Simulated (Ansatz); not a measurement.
FeO:

```
Fe O
1.0
    -1.60210    1.60210    2.08339
     1.60210   -1.60210    2.08339
     1.60210    1.60210   -2.08339
Fe O
1 1
Direct
  0.00000 0.00000 0.00000
  0.50000 0.50000 0.00000
```

The cell comes from a database or a generator and needn't be the stable form of this composition.

Base run:

| Item | Value |
| --- | --- |
| Program | Ansatz 0.2.0 |
| Functional | PBEsol |
| Potentials or basis | all-electron LAPW, scalar-relativistic |
| Cutoff | 376 eV (chosen from the basis error) |
| Basis error allowed | 0.001 eV/atom |
| k mesh | 12 × 12 × 12 |
| Occupations | fermi-dirac, width 0.05 eV |
| Spin | no spin polarisation |

Its results: band gap on the k mesh none (metal or under the smearing width); pressure -37.1 GPa.

Question: The run is repeated on the same cell with these changes: spin from no spin polarisation to collinear spin, ferromagnetic start. What comes out?

Answer: Band gap on the k mesh none (metal or under the smearing width); pressure -16.2 GPa; net moment 4.00 μB per cell; site moments Fe +3.59; O +0.31 μB.

Caveats: semilocal functionals often make such compounds metallic where correlation or magnetic order opens a gap, which also shifts bond lengths; a pressure of tens of GPa on the cell as given is suspect, and the run, the potentials or the cell itself is likely at fault (some runs); a cell with one magnetic atom can't hold antiferromagnetic order, which such compounds often take (some runs).
